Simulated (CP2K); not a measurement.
Runs of CP2K 2026.2 on TiO2. The structure is tetragonal, space group P4_2/mnm (No. 136). The conventional cell has a = 4.600 Å, b = 4.600 Å, c = 2.959 Å, α = 90.00°, β = 90.00°, γ = 90.00°. Around Ti (site symmetry mmm) lie 6 O at 1.95 to 1.98 Å. O (site symmetry m2m) has 3 Ti at 1.95 to 1.98 Å as nearest neighbours. The cell is a database's computed one.

```csv
task,level,potentials or basis,cell,k mesh,smearing,EPS_DEFAULT,EXTRAPOLATION,optimiser,most steps,KEEP_SPACE_GROUP,gap on the mesh (eV),pressure (GPa),relaxed volume (Å³/atom),largest force (eV/Å)
relaxation of cell and atoms,BLYP,"GTH_POTENTIALS Ti GTH-BLYP-q12, O GTH-BLYP-q6; TZVP-MOLOPT-PBE-GTH basis",relaxed,6 × 6 × 9,fermi-dirac 0.05 eV,1.0E-10,USE_PREV_P,BFGS,40,yes,1.69,0.0,(a),0.23
relaxation of cell and atoms,PBEsol,"POTENTIAL_UZH Ti GTH-PBE-q12, O GTH-PBE-q6; TZVP-MOLOPT-PBE-GTH basis",relaxed,6 × 6 × 9,fermi-dirac 0.05 eV,1.0E-10,USE_PREV_P,BFGS,40,yes,1.80,0.0,10.40,0.01
relaxation of cell and atoms,LDA,"GTH_POTENTIALS Ti GTH-PADE-q12, O GTH-PADE-q6; TZVP-MOLOPT-PBE-GTH basis",relaxed,5 × 5 × 7,fermi-dirac 0.05 eV,1.0E-9,USE_PREV_P,CG,40,-,1.82,0.0,10.07,-
relaxation of cell and atoms,PBE,"POTENTIAL_UZH Ti GTH-PBE-q12, O GTH-PBE-q6; TZVP-MOLOPT-PBE-GTH basis",relaxed,5 × 5 × 7,fermi-dirac 0.05 eV,1.0E-9,USE_PREV_P,LBFGS,40,yes,1.79,0.0,(c),0.02
single point,PBE,"POTENTIAL_UZH Ti GTH-PBE-q12, O GTH-PBE-q6; TZVP-MOLOPT-PBE-GTH basis",as given,6 × 6 × 9,gaussian 0.011 eV,1.0E-10,-,-,-,-,1.80,5.2,-,(b)
```

Alike in all rows: no spin polarisation.

Problem. Fill in the values left out.

Solution. (a) 10.90; (b) 0.06; (c) 10.70.

Caveats: an odd mesh through Γ misses points on the zone boundary, where band edges often lie; the basis of atomic orbitals isn't converged, which shifts pressures, moduli and gaps; the potentials were made for another functional, which shifts forces and pressure (some runs); the printed path begins after the first move (some runs).

Not every run made on this cell is shown here.
